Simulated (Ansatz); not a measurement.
A run of Ansatz 0.2.0:

Contents of input.yaml:

```yaml
crystal:
  lattice:
    - [4.503694, 0.0, 0.0]
    - [0.0, 4.503694, 0.0]
    - [0.0, 0.0, 4.503694]
  atoms:
    - { symbol: Ni, position: [0.149504, 0.149504, 0.149504], spin: 1.0 }
    - { symbol: Ni, position: [0.649504, 0.350496, 0.850496], spin: 1.0 }
    - { symbol: Ni, position: [0.850496, 0.649504, 0.350496], spin: 1.0 }
    - { symbol: Ni, position: [0.350496, 0.850496, 0.649504], spin: 1.0 }
    - { symbol: Si, position: [0.84683, 0.84683, 0.84683] }
    - { symbol: Si, position: [0.34683, 0.65317, 0.15317] }
    - { symbol: Si, position: [0.15317, 0.34683, 0.65317] }
    - { symbol: Si, position: [0.65317, 0.15317, 0.34683] }
hamiltonian:
  xc: pbesol
  pseudopotentials: { kind: paw }
magnetization:
  spin_polarized: true
kpoints:
  mp_grid: { grid: [6, 6, 6] }
scf:
  occupations: { method: fermi_dirac, width: 0.05 }
output:
  forces: true
  stress: true
  eigenvalues: true
  write_density: true
  write_potential: true
  elf: true
  volumetric_format: npy
```

Potentials or basis: Ansatz PAW.

Launch:

```console
$ ansatz run input.yaml --threads 4 --pin off --max-ram 11264MiB --backend cpu --events-out ev --progress --plain --runs-dir out
```

Hardware: 4 threads of Intel(R) Xeon(R) 6975P-C (Granite Rapids) (shared host).

Task: How long does it take, and how much memory?

Result: Run time: 5.3 s on 4 threads of Intel(R) Xeon(R) 6975P-C (Granite Rapids), with other jobs on the host, peak memory 0.58 GiB. Counts: scf iterations 11, plane waves 1791, k points 24, bands 56.
